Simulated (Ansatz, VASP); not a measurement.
Al: VASP beside Ansatz

INCAR

```
SYSTEM = Al
PREC = Accurate ; ENCUT = 600
EDIFF = 1E-6 ; ISMEAR = -1
SIGMA = 0.05 ; LREAL = .FALSE.
LASPH = .TRUE. ; NELM = 80
ALGO = Normal ; ISIF = 3
LWAVE = .FALSE. ; LCHARG = .FALSE.
GGA = B5 ; ALDAX = 1.0
AGGAX = 1.0 ; AGGAC = 1.0
ALDAC = 0.0 ; IBRION = 2
NSW = 60 ; EDIFFG = -0.01
```

KPOINTS

```
regular mesh
0
G
  11 11 11
  0 0 0
```

File POSCAR:

```
Al
1.0
    0.0000000000      2.0248050000      2.0248050000
    2.0248050000      0.0000000000      2.0248050000
    2.0248050000      2.0248050000      0.0000000000
Al
1
Direct
    0.0000000000      0.0000000000      0.0000000000
```

Contents of input.yaml:

```yaml
crystal:
  lattice:
    - [0.0, 2.024805, 2.024805]
    - [2.024805, 0.0, 2.024805]
    - [2.024805, 2.024805, 0.0]
  atoms:
    - { symbol: Al, position: [0.0, 0.0, 0.0] }
hamiltonian:
  xc: blyp
  pseudopotentials: { kind: paw }
kpoints:
  mp_grid: { grid: [11, 11, 11] }
scf:
  occupations: { method: fermi_dirac, width: 0.05 }
output:
  forces: true
  stress: true
relax:
  f_tol: 0.01
  max_steps: 40
  cell: { stress_tol: 0.05 }
```

Alike in both runs: task relaxation of cell and atoms; functional BLYP; k mesh 11 × 11 × 11; occupations fermi-dirac, width 0.05 eV; no spin polarisation.

|  | VASP | Ansatz |
| --- | --- | --- |
| version | VASP 6.6.1 | Ansatz 0.2.0 |
| potentials or method | VASP PAW PBE potentials, release 64 (Al) | Ansatz PAW |
| plane-wave cutoff (eV) | 600 | 420 |
| valence electrons in the cell | 3 | 3 |

```tsv
	VASP	Ansatz	Ansatz less VASP
relaxed volume (Å³/atom)	17.40	17.37	-0.025
relaxed cell length with the largest relative difference (Å)	2.909	2.907	-0.0014
energy change over the relaxation (meV/atom)	-8	-7	+0.5
```

Caveats: the PAW data sets were made with another functional, which shifts forces and pressure a little (VASP); the plane-wave basis is chosen anew once the cell has moved, so the energies of steps on either side of that aren't comparable (Ansatz); the PAW data sets come from PBE, with cores solved anew for the run's functional, which leaves a small shift of forces and pressure (Ansatz). Zero-point motion and thermal expansion aren't in these numbers.
